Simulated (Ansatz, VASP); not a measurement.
# Cross-check of NaHgF3 between VASP and Ansatz

One calculation is typed for both programs; each brings its own data sets. How far apart do they land? The cell is generated by rule, not measured, and may not be a known phase. The cell is taken from a series of runs on this material, whose earlier steps may have relaxed, scaled, displaced or heated it; both programs get it as it stands.

Calculated with Ansatz 0.2.0; plane waves, with VASP 6.6.1 beside it; relaxation of cell and atoms at PBEsol.

## (1) Starting point

It takes space group P4mm (No. 99, tetragonal). Conventional cell: a = 4.447 Å, b = 4.447 Å, c = 4.539 Å, α = 90.00°, β = 90.00°, γ = 90.00°. Na has 4 F at 2.37 Å nearest. Nearest to Hg lie 6 F at 2.16 to 2.37 Å. Nearest to F lie 2 Hg at 2.29 Å and 2 Na at 2.37 Å. F has 2 Hg at 2.16 to 2.37 Å nearest. Farther neighbours and most contacts between anions are not listed.

As a file:

```cif
data_structure
_symmetry_space_group_name_H-M 'P 1'
_symmetry_Int_Tables_number 1
_cell_length_a 4.4469
_cell_length_b 4.4469
_cell_length_c 4.5393
_cell_angle_alpha 90.000
_cell_angle_beta 90.000
_cell_angle_gamma 90.000
_cell_volume 89.76
loop_
_atom_site_label
_atom_site_type_symbol
_atom_site_fract_x
_atom_site_fract_y
_atom_site_fract_z
_atom_site_occupancy
Na1 Na 0.50000 0.50000 0.79674 1
Hg2 Hg 0.00000 0.00000 0.49839 1
F3 F 0.50000 0.00000 0.61698 1
F4 F 0.00000 0.00000 0.02147 1
F5 F 0.00000 0.50000 0.61698 1
```

## (2) VASP: relaxation of cell and atoms, PBEsol, pair 1

The relaxed volume is the usual yardstick between codes: in a stiff, nearly cubic crystal its relative difference is about their pressure difference at one cell divided by the bulk modulus.

Lines of VASP's logs that name or quote its potential files are left out, and so is its time.

INCAR

```
SYSTEM = NaHgF3
PREC = Accurate
ENCUT = 600
EDIFF = 1E-07
NELM = 120
ISMEAR = 0
SIGMA = 0.01
LREAL = .FALSE.
ALGO = Normal
GGA = PS
NBANDS = 26
LORBIT = 11
LWAVE = .FALSE.
LCHARG = .FALSE.
ISIF = 3
IBRION = 2
NSW = 80
EDIFFG = -0.005
LASPH = .TRUE.
GGA_COMPAT = .FALSE.
NELMIN = 4
EFERMI = MIDGAP
KPAR = 2
```

POSCAR

```
NaHgF3
1.0
    4.4468680000      0.0000000000      0.0000000000
    0.0000000000      4.4468680000      0.0000000000
    0.0000000000      0.0000000000      4.5392780000
Na Hg F
1 1 3
Direct
    0.5000000000      0.5000000000      0.7967438875
    0.0000000000      0.0000000000      0.4983909335
    0.5000000000      0.0000000000      0.6169796166
    0.0000000000      0.0000000000      0.0214725778
    0.0000000000      0.5000000000      0.6169796166
```

KPOINTS

```
Automatic mesh
0
Gamma
6 6 6
0 0 0
```

The projector-augmented-wave data sets are Na_pv, Hg and F (PBE family, release 64).

Run with:

```console
$ mpirun -np 2 vasp_std
```

Numbers of over 12 decimals in the logs are rounded to 6 here.

What it wrote:

```text
[banner, memory and clock lines left out]
running    2 mpi-ranks, on    1 nodes
 distrk:  each k-point on    1 cores,    2 groups
 distr:  one band on    1 cores,    1 groups

 POSCAR found type information on POSCAR NaHgF
 POSCAR found :  3 types and       5 ions
|                                                                             |
|               ----> ADVICE to this user running VASP <----                  |
|                                                                             |
|     You enforced a specific xc type in the INCAR file but a different       |
|     [... a line on the potential file left out ...]
|     I HOPE YOU KNOW WHAT YOU ARE DOING!                                     |
|                                                                             |

 LDA part: xc-table for (Slater+PW92), standard interpolation
 POSCAR, INCAR and KPOINTS ok, starting setup
 FFT: planning ... GRIDC
 FFT: planning ... GRID_SOFT
 FFT: planning ... GRID
 WAVECAR not read
 entering main loop
       N       E                     dE             d eps       ncg     rms          rms(c)
DAV:   1     0.420949064297E+03    0.42095E+03   -0.22193E+04  2080   0.176E+03
DAV:   2     0.180311801783E+02   -0.40292E+03   -0.38630E+03  2302   0.445E+02
DAV:   3    -0.187886251149E+02   -0.36820E+02   -0.36348E+02  2296   0.141E+02
DAV:   4    -0.195461333037E+02   -0.75751E+00   -0.75538E+00  2346   0.216E+01
DAV:   5    -0.195567631648E+02   -0.10630E-01   -0.10626E-01  2360   0.259E+00    0.131E+01
DAV:   6    -0.169773979629E+02    0.25794E+01   -0.88619E+00  2860   0.322E+01    0.983E+00
DAV:   7    -0.169219153944E+02    0.55483E-01   -0.73628E-01  2156   0.755E+00    0.652E+00
DAV:   8    -0.168893450263E+02    0.32570E-01   -0.24883E-01  2514   0.471E+00    0.947E-01
DAV:   9    -0.168818715142E+02    0.74735E-02   -0.50690E-02  2486   0.223E+00    0.248E-01
DAV:  10    -0.168840551003E+02   -0.21836E-02   -0.37330E-03  2144   0.729E-01    0.153E-01
DAV:  11    -0.168853857173E+02   -0.13306E-02   -0.51449E-04  2160   0.184E-01    0.738E-02
DAV:  12    -0.168862676068E+02   -0.88189E-03   -0.53511E-04  2218   0.206E-01    0.223E-02
DAV:  13    -0.168863142185E+02   -0.46612E-04   -0.47145E-05  2344   0.656E-02    0.137E-02
DAV:  14    -0.168863221895E+02   -0.79710E-05   -0.91843E-06  2156   0.277E-02    0.392E-03
DAV:  15    -0.168863225283E+02   -0.33879E-06   -0.91429E-07  2534   0.823E-03    0.163E-03
DAV:  16    -0.168863225963E+02   -0.67974E-07   -0.11716E-07  1616   0.321E-03
   1 F= -.16886323E+02 E0= -.16886323E+02  d E =-.168863E+02
[... from here on, the cycles between the ionic steps are left out ...]
   2 F= -.16887725E+02 E0= -.16887725E+02  d E =-.140250E-02
   3 F= -.16887725E+02 E0= -.16887725E+02  d E =-.140266E-02
   4 F= -.16887725E+02 E0= -.16887725E+02  d E =-.140230E-02
   5 F= -.16887759E+02 E0= -.16887759E+02  d E =-.345297E-04
   6 F= -.16887797E+02 E0= -.16887797E+02  d E =-.725903E-04
   7 F= -.16887819E+02 E0= -.16887819E+02  d E =-.215298E-04
   8 F= -.16887868E+02 E0= -.16887868E+02  d E =-.706939E-04
   9 F= -.16887901E+02 E0= -.16887901E+02  d E =-.103264E-03
  10 F= -.16887902E+02 E0= -.16887902E+02  d E =-.104489E-03
  11 F= -.16887905E+02 E0= -.16887905E+02  d E =-.257992E-05
  12 F= -.16887906E+02 E0= -.16887906E+02  d E =-.385010E-05
  13 F= -.16887908E+02 E0= -.16887908E+02  d E =-.206544E-05
 ZBRENT: can't locate minimum, use default step
 trial-energy change:   -0.000002  1 .order   -0.000002   -0.000003   -0.000002
 step:   2.7015(harm=  8.6384)  dis= 0.00124  next Energy=   -16.887922 (dE=-0.162E-04)
 bond charge predicted
       N       E                     dE             d eps       ncg     rms          rms(c)
DAV:   1    -0.168879132147E+02   -0.52992E-05   -0.60088E-03  2128   0.487E-01    0.160E-02
DAV:   2    -0.168879156914E+02   -0.24767E-05   -0.68547E-05  2248   0.632E-02    0.803E-03
DAV:   3    -0.168879147386E+02    0.95281E-06   -0.22823E-06  2316   0.128E-02    0.368E-03
DAV:   4    -0.168879145062E+02    0.23240E-06   -0.64177E-07  2174   0.661E-03    0.137E-03
DAV:   5    -0.168879145059E+02    0.36744E-09   -0.66737E-08  1108   0.249E-03
  14 F= -.16887915E+02 E0= -.16887915E+02  d E =-.867942E-05
 curvature:  -3.22 expect dE=-0.428E-05 dE for cont linesearch -0.424E-05
 trial: gam=-0.13700 g(F)=  0.124E-05 g(S)=  0.925E-07 ort = 0.288E-05 (trialstep = 0.108E+01)
 search vector abs. value=  0.659E-06
 reached required accuracy - stopping structural energy minimisation
```

OUTCAR, selected parts (step 2):

```text
ion  position               nearest neighbor table
   1  0.500  0.500  0.797-
   2  0.000  0.000  0.498-   4 2.16   3 2.29   5 2.29   5 2.29   3 2.29   4 2.37
   3  0.500  0.000  0.617-   2 2.29   2 2.29
   4  0.000  0.000  0.021-   2 2.16   2 2.37
   5  0.000  0.500  0.617-   2 2.29   2 2.29

  LATTYP: Found a simple tetragonal cell.
 ALAT       =     4.4468680000
 C/A-ratio  =     1.0207809182

 Subroutine GETGRP returns: Found  8 space group operations
 (whereof  8 operations were pure point group operations)

The static configuration has the point symmetry C_4v.

 Found     40 irreducible k-points:

   k-points           NKPTS =     40   k-points in BZ     NKDIM =     40   number of bands    NBANDS=     26

   dimension x,y,z NGX =    36 NGY =   36 NGZ =   36
   dimension x,y,z NGXF=    72 NGYF=   72 NGZF=   72

   ENCUT  =  600.0 eV  44.10 Ry    6.64 a.u.   8.88  8.88  9.07*2*pi/ulx,y,z

   NELECT =      40.0000    total number of electrons

 k-points in reciprocal lattice and weights: Automatic mesh
   0.00000000  0.00000000  0.00000000       0.005
   0.16666667  0.00000000  0.00000000       0.019
   0.33333333  0.00000000  0.00000000       0.019
   0.50000000  0.00000000  0.00000000       0.009
   0.16666667  0.16666667  0.00000000       0.019
   0.33333333  0.16666667  0.00000000       0.037
   0.50000000  0.16666667  0.00000000       0.019
   0.33333333  0.33333333  0.00000000       0.019
   0.50000000  0.33333333  0.00000000       0.019
[...]
0.50000000  0.33333333  0.50000000       0.019
   0.50000000  0.50000000  0.50000000       0.005

 average (electrostatic) potential at core
       1 -48.7722       2 -42.1689       3 -79.2017       4 -78.7435       5 -79.2017

 E-fermi :  -1.2693

 k-point     1 :       0.0000    0.0000    0.0000
  band No.  band energies     occupation
    ...
     16      -4.1084      2.00000
     17      -3.4782      2.00000
     18      -3.4381      2.00000
     19      -3.1958      2.00000
     20      -3.1958      2.00000
     21      -0.8493      0.00000
     22       4.6624      0.00000
     23       8.6680      0.00000
     24       8.6680      0.00000
     25       8.8657      0.00000
    ...

 k-point     2 :       0.1667    0.0000    0.0000
  band No.  band energies     occupation
    ...
     16      -4.0421      2.00000
     17      -3.6886      2.00000
     18      -3.4545      2.00000
     19      -3.1941      2.00000
     20      -3.0771      2.00000
     21      -0.3377      0.00000
     22       4.7000      0.00000
     23       7.7360      0.00000
     24       8.7449      0.00000
     25       9.1753      0.00000
    ...

 k-point     3 :       0.3333    0.0000    0.0000
  band No.  band energies     occupation
    ...
     16      -3.8985      2.00000
     17      -3.8778      2.00000
     18      -3.4137      2.00000
     19      -3.1908      2.00000
     20      -3.1138      2.00000
     21       0.6924      0.00000
     22       4.3941      0.00000
     23       7.3657      0.00000
     24       8.9635      0.00000
     25       9.6286      0.00000
    ...

  Total       -0.0007642     -0.0007642      0.0029023      0.0000000      0.0000000      0.0000000
  in kB       -0.0135508     -0.0135508      0.0514643      0.0000000      0.0000000      0.0000000
  external PRESSURE =       0.0081209 kB  Pullay stress =       0.0000000 kB

  energy-cutoff  :      600.00
  volume of cell :       90.35
      direct lattice vectors                 reciprocal lattice vectors
     4.451795836  0.000000000  0.000000000     0.224628450  0.000000000  0.000000000
     0.000000000  4.451795836 -0.000000000     0.000000000  0.224628450  0.000000000
     0.000000000 -0.000000000  4.559101313     0.000000000  0.000000000  0.219341474

 POSITION                                       TOTAL-FORCE (eV/Angst)
 -----------------------------------------------------------------------------------
      2.22590      2.22590      3.63207         0.000000     -0.000000      0.004389
      0.00000     -0.00000      2.26372         0.000000      0.000000     -0.002090
      2.22590     -0.00000      2.82091         0.000000      0.000000     -0.000557
      0.00000     -0.00000      0.09067         0.000000      0.000000     -0.001184
      0.00000      2.22590      2.82091         0.000000      0.000000     -0.000557
 -----------------------------------------------------------------------------------
    total drift:                                0.000000      0.000000      0.001180

  FREE ENERGIE OF THE ION-ELECTRON SYSTEM (eV)
  ---------------------------------------------------
  free  energy   TOTEN  =       -16.8879145059 eV

  energy  without entropy=      -16.8879145059  energy(sigma->0) =      -16.88791451

 reached required accuracy - stopping structural energy minimisation

 total charge
# of ion       s       p       d       tot
------------------------------------------
    1        0.031   5.974   0.000   6.005
    2        0.441   0.273   9.567  10.281
    3        1.732   4.309   0.000   6.041
    4        1.732   4.284   0.000   6.016
    5        1.732   4.309   0.000   6.041
--------------------------------------------------
tot          5.667  19.150   9.567  34.384

[... 3 further parts left out ...]
```

CONTCAR:

```
NaHgF3
   1.00000000000000
     4.4517958356216925    0.0000000000000000    0.0000000000000000
     0.0000000000000000    4.4517958356216925   -0.0000000000000000
     0.0000000000000000   -0.0000000000000000    4.5591013126383348
  Na              Hg              F
     1     1     3
Direct
     0.5000000000000000    0.5000000000000000    0.7966639093921445
     0.0000000000000000    0.0000000000000000    0.4965286904126432
     0.5000000000000000    0.0000000000000000    0.6187427984608692
     0.0000000000000000    0.0000000000000000    0.0198884352734658
     0.0000000000000000    0.5000000000000000    0.6187427984608692
```

## (3) Ansatz: relaxation of cell and atoms, PBEsol, pair 1

Ansatz runs on norm-conserving files, of PseudoDojo where its log says so.

The same cell, functional and mesh now go to Ansatz, which takes its cutoff from its data sets.

input.yaml

```yaml
crystal:
  lattice:
    - [4.4468676139, 0.0, 0.0]
    - [0.0, 4.4468676139, 0.0]
    - [0.0, 0.0, 4.5392777539]
  atoms:
    - { symbol: Na, position: [0.5, 0.5, 0.7967440009] }
    - { symbol: Hg, position: [0.0, 0.0, 0.4983910146] }
    - { symbol: F, position: [0.5, 0.0, 0.6169795798] }
    - { symbol: F, position: [0.0, 0.0, 0.021472652] }
    - { symbol: F, position: [0.0, 0.5, 0.6169795798] }
kpoints:
  mp_grid: { grid: [6, 6, 6] }
hamiltonian:
  xc: pbesol
  pseudopotentials: { kind: nc }
scf:
  occupations: { method: fixed }
output:
  forces: true
  stress: true
  eigenvalues: true
relax:
  adjacent_minimum: "off"
  f_tol: 0.001
  max_steps: 60
  cell: { stress_tol: 0.01 }
```

Run with:

```console
$ ansatz run input.yaml --threads 4 --pin off --max-ram 14336MiB --backend cpu --events-out ev --progress --plain --runs-dir out
```

What it wrote:

```text
Engine: ansatz 0.2.0, x86_64-unknown-linux-gnu
Pseudopotentials: kind: nc
Pseudopotential: Na, nc, valence charge 9, recommended cutoff 1197.300995 eV (normal), Na.nc.azcp (PseudoDojo's, or run here from an input of PseudoDojo's: the run reads no file of this project's for it)
Pseudopotential: Hg, nc, valence charge 20, recommended cutoff 897.975746 eV (normal), Hg.nc.azcp (PseudoDojo's, or run here from an input of PseudoDojo's: the run reads no file of this project's for it)
Pseudopotential: F, nc, valence charge 7, recommended cutoff 1142.878222 eV (normal), F.nc.azcp (PseudoDojo's, or run here from an input of PseudoDojo's: the run reads no file of this project's for it)
Functional definition: PBEsol
  exchange = pbesol_x
  correlation = pbesol_c
Crystal: 5 atoms, lattice volume = 89.763 Å³
Basis set: ecut = 1197.300995 eV, 8433 PW (Γ), exchange–correlation on 108×108×108 points (8 copies of the dense FFT grid, shifted against one another)
Bands: 30, of which v1, the nominal top of the filled ones, is band 25 counted from 1 (24 counted from 0)
Symmetry: 8 space group operations
Space group: P4mm (ITA 99), of the structure as read, at distance tolerance 4.5e-5 Å
k-points: 40 of 216 (time reversal used)
Non-local potential: Na, projectors of the file, l = 0: 2, l = 1: 2
Non-local potential: Hg, projectors of the file, l = 0: 2, l = 1: 2, l = 2: 2, l = 3: 1
Non-local potential: F, projectors of the file, l = 0: 2, l = 1: 2, l = 2: 1
Initial density: superposition of atomic densities (chi_scale 0.1, normalization cell, long waves kept (reshape's long-wave potential 0.03 eV rms))
Initial wavefunctions: pseudopotential atomic-orbital guess
Functional: x = pbesol(κ = 0.804, μ = 0.123457), c = pbesol(β = 0.046)
SCF iter   1: F=—  HF=-7788.939588 eV  |F-HF|=—  |Δ(HF+E_count)|=         —  Δρ=1.86e-1  dr2=2.55e1  ethr=3.10e-3  ⟨swp⟩=5.0  Hψ=5517  notcnv=0  defer=121
preconditioner: auto → Resta (q_TF=auto, 2.475 Å⁻¹)  ε∞=3.8  [insulator: Δε(μ)=0.364 eV  Ē_g=13.614 eV  n_scr=26 (ndim 8)  ℏωp=22.9 eV  f_vac=0.261  ε∞_Penn≈3.8]
SCF iter   2: F=—  HF=-7781.585142 eV  |F-HF|=—  |Δ(HF+E_count)|=    7.35e0  Δρ=5.72e-2  dr2=2.00e0  ethr=3.10e-3  ⟨swp⟩=4.2  Hψ=3268  notcnv=0  defer=116
SCF iter   3: F=—  HF=-7780.948647 eV  |F-HF|=—  |Δ(HF+E_count)|=   6.36e-1  Δρ=1.90e-2  dr2=3.76e-1  ethr=3.10e-3  ⟨swp⟩=2.0  Hψ=2200  notcnv=0  defer=120
SCF iter   4: F=—  HF=-7780.826586 eV  |F-HF|=—  |Δ(HF+E_count)|=   1.22e-1  Δρ=1.10e-2  dr2=1.28e-1  ethr=7.52e-4  ⟨swp⟩=2.0  Hψ=1886  notcnv=0  defer=120
SCF iter   5: F=—  HF=-7780.794344 eV  |F-HF|=—  |Δ(HF+E_count)|=   3.22e-2  Δρ=5.48e-3  dr2=2.91e-2  ethr=2.57e-4  ⟨swp⟩=2.1  Hψ=2131  notcnv=0  defer=120
SCF iter   6: F=—  HF=-7780.792839 eV  |F-HF|=—  |Δ(HF+E_count)|=   1.51e-3  Δρ=1.38e-3  dr2=1.75e-3  ethr=5.82e-5  ⟨swp⟩=3.1  Hψ=2161  notcnv=0  defer=120
SCF iter   7: F=—  HF=-7780.795680 eV  |F-HF|=—  |Δ(HF+E_count)|=   2.84e-3  Δρ=3.82e-4  dr2=1.66e-4  ethr=3.50e-6  ⟨swp⟩=3.1  Hψ=2207  notcnv=0  defer=120
SCF iter   8: F=—  HF=-7780.796050 eV  |F-HF|=—  |Δ(HF+E_count)|=   3.70e-4  Δρ=1.21e-4  dr2=1.69e-5  ethr=3.32e-7  ⟨swp⟩=3.0  Hψ=2234  notcnv=0  defer=119
SCF iter   9: F=—  HF=-7780.796187 eV  |F-HF|=—  |Δ(HF+E_count)|=   1.37e-4  Δρ=3.10e-5  dr2=1.03e-6  ethr=3.39e-8  ⟨swp⟩=2.0  Hψ=2091  notcnv=0  defer=119
SCF iter  10: F=-7780.796189 eV  HF=-7780.796189 eV  |F-HF|=1.46e-7  |Δ(HF+E_count)|=   1.66e-6  Δρ=8.36e-6  dr2=6.55e-8  ethr=2.00e-10  ⟨swp⟩=12.9  Hψ=8519  notcnv=0
SCF 1 converged in 10 iterations: F = -7780.796189 eV  dr2 = 6.55e-8
relax step   1: F+E_penalty+E_count = -7780.79618866 eV  Δ(F+E_penalty+E_count) = +0.000e0 eV  max|allowed force component| = 2.273e-3 eV/Å  Δτ_max = 0.0000 Å  P = +0.010 GPa  Ω = 89.763 Å³  (10 SCF iters, dr2 threshold 1.00e-7 eV, accepted)
[...]
relax step   3: F+E_penalty+E_count = -7780.79619308 eV  Δ(F+E_penalty+E_count) = -1.522e-6 eV  max|allowed force component| = 2.166e-3 eV/Å  Δτ_max = 0.0003 Å  P = -0.003 GPa  Ω = 89.771 Å³  energy of the carried Pulay correction = -1.635e-7 eV  (6 SCF iters, dr2 threshold 2.75e-10 eV, accepted)
[...]
relax step   4: F+E_penalty+E_count = -7780.79619410 eV  Δ(F+E_penalty+E_count) = -1.027e-6 eV  max|allowed force component| = 9.576e-4 eV/Å  Δτ_max = 0.0004 Å  P = -0.002 GPa  Ω = 89.763 Å³  energy of the carried Pulay correction = -1.875e-8 eV  (6 SCF iters, dr2 threshold 2.93e-10 eV, accepted)
[...]
relax step   5: F+E_penalty+E_count = -7780.79619403 eV  Δ(F+E_penalty+E_count) = +7.699e-8 eV  max|allowed force component| = 9.500e-4 eV/Å  Δτ_max = 0.0000 Å  P = -0.002 GPa  Ω = 89.763 Å³  stress off target by 2.23e-3 GPa  SCF on the basis re-selected at this cell (its energy is not comparable with the rows above)  (7 SCF iters)
basis re-selected at this cell: Δ(F+E_penalty+E_count) = +7.699e-8 eV, ΔP = +0.000 GPa vs the last step (what re-selecting the basis moved, of the pressure what is left beyond the Pulay correction that the steps carried, after the strain that the cell walked since its last selection, with what the two solves' SCF thresholds leave and, on support functions, any second-order correction that the steps lacked; it is no m [...]
SCF converged after 7 iterations
Free energy (F): -7780.796194 eV
Harris-Foulkes:  -7780.796194 eV  (|F-HF|=0.00e0)
Internal energy: -7780.796194 eV  (E = F + TS)
E sigma→0 (E₀):  -7780.796194 eV
Fermi energy:    2.979345 eV
--- Per-component energies (eV) ---
  E_band       = -883.211722
  E_kinetic    = 3374.032127
  E_local      = -8204.493881  (includes V_loc(G=0)·N_el)
  E_nonlocal   = -454.550337
  E_hartree    = 2847.126653
  E_xc         = -1373.297710
  E_vxc        = -1292.452948  (∫ρ·V_xc dr)
  E_ewald      = -3969.613047
  E_smearing   = -0.000000  (= −TS)
  E_closure    = -0.000000  (closes the sum)
  Σ components = -7780.796194   (vs F -7780.796194, Δ=0.00e0)
--- Forces (eV/Å), atoms counted from 1 ---
  atom   1  Na     0.00000000     0.00000000     0.00045509
  atom   2  Hg    -0.00000000    -0.00000000    -0.00082007
  atom   3  F     -0.00000000    -0.00000000    -0.00031183
  atom   4  F      0.00000000     0.00000000     0.00094032
  atom   5  F      0.00000000     0.00000000    -0.00031183
  max |Σ_I F_I| component: 4.83e-5 eV/Å
--- Stress (GPa, compression-positive) ---
       -0.002233      -0.000000       0.000000
       -0.000000      -0.002233      -0.000000
        0.000000      -0.000000      -0.000829
  P = ⅓ Tr σ = -0.0018 GPa (-0.018 kbar)
--- Band table (eV; the first three rows and the last of 40) ---
  k-point 0: bands = [... 21 lower, 1.1353, 1.1758, 1.3993, 1.3993, 3.8295, 9.3172, 13.3474, 13.3474, ... 1 higher]
  k-point 1: bands = [... 21 lower, 1.1677, 1.3926, 1.4450, 1.4450, 4.3659, 9.3709, 12.6426, 13.3589, ... 1 higher]
  k-point 2: bands = [... 21 lower, 1.1516, 1.5411, 1.5411, 1.7007, 5.6024, 9.2019, 12.1549, 13.3908, ... 1 higher]
  k-point 39: bands = [... 21 lower, 1.5837, 1.5837, 2.7033, 2.9793, 8.2901, 10.3690, 10.8088, 10.8088, ... 1 higher]
--- Relaxed structure (4 steps of the walk, 4 accepted, 1 SCFs on fresh bases) ---
  F+E_penalty+E_count = -7780.79619403 eV   max|allowed force component| = 9.500e-4 eV/Å   (the final SCF, on the basis selected at the relaxed cell)
  cell:  # Å, volume = 89.7635 Å³
    - [4.446121, 0, 2.368073733381341e-19]
    - [0, 4.446121, 0]
    - [2.417284558670599e-19, 0, 4.540848]
  atoms:
    - { symbol: Na, position: [0.500000, 0.500000, 0.796665] }
    - { symbol: Hg, position: [0, 0, 0.498143] }
    - { symbol: F, position: [0.500000, 0, 0.617199] }
    - { symbol: F, position: [0, 0, 0.021361] }
    - { symbol: F, position: [0, 0.500000, 0.617199] }
```

(Part 1 of 2 ends here.)

[Lines on the potential files, build, host, timing and source positions are cut from VASP's logs without a mark.]

[Logs are printed without paths, hosts, clocks, repeated set-up lines and the standing remarks that a program may print on its own settings, such as how far it seeks lower states.]

[Hosts, paths, dates, database ids (printed as entryN), source tags and the programs' standing remarks are cut or masked in the printed files.]
